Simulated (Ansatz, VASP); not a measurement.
## One calculation of Ge, two programs

```
CELL_PARAMETERS angstrom
-1.48736 1.48736 1.48736
1.48736 -1.48736 1.48736
1.48736 1.48736 -1.48736
ATOMIC_POSITIONS crystal
Ge 0.00000 0.00000 0.00000
```

Change from the starting cell: volume scaled by 0.68, PAW files.

Alike in both runs: task single point; functional PBE; k mesh 16 × 16 × 16; occupations fermi-dirac, width 0.08 eV; no spin polarisation.

|  | VASP | Ansatz |
| --- | --- | --- |
| version | VASP 6.6.1 | Ansatz 0.2.0 |
| potentials or method | VASP PAW PBE potentials, release 64 (Ge_d) | PAW with Ansatz's default frozen-core files, scalar-relativistic |
| plane-wave cutoff (eV) | 520 | 420 |
| valence electrons in the cell | 14 | 14 |

|  | VASP | Ansatz | Ansatz less VASP |
| --- | --- | --- | --- |
| pressure (GPa) | 57.6 | 57.6 | -0.01 |

With one functional, cell and mesh, what is left measures potentials, basis and numerics.

Caveats: so large a pressure means that the cell lies far from this level's equilibrium, or that cutoff or potentials fall short (VASP).
